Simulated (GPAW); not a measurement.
ZrSe2:

```xyz
3
Lattice="3.7980 0.0000 0.0000 -1.8990 3.2892 0.0000 0.0000 0.0000 6.1920" Properties=species:S:1:pos:R:3 pbc="T T T"
Zr    0.0000    0.0000    0.0000
Se    1.8990    1.0964    4.6440
Se    0.0000    2.1928    1.5480
```

Base run:

* Program: GPAW 26.7.0
* Functional: LDA
* Potentials or basis: the program's PAW data sets (release 1.2.1) made for this functional
* Cutoff: 400 eV
* Basis: pw
* k mesh: 7 × 7 × 4
* Occupations: fermi-dirac, width 0.001 eV
* Spin: no spin polarisation

Its results: band gap on the k mesh 0.35 eV, indirect (least direct gap 0.97 eV); electronic dielectric tensor (diagonal) 15.52, 15.52, 6.92.

**Question.** The run is repeated on the same cell with these changes: hubbard terms from none to Zr d U = 2.0 eV. What comes out?

**Answer.** Band gap on the k mesh 0.62 eV, indirect (least direct gap 1.35 eV); electronic dielectric tensor (diagonal) 12.41, 12.41, 6.10.

The U term pushes filled and empty states of the shell apart.

Caveats: the gap is small at this level, which inflates the dielectric constant; the long-wavelength limit can be off by several per cent where d states take part; an odd mesh through Γ misses points on the zone boundary, where band edges often lie; response on these states lacks terms of the Hamiltonian (some runs).
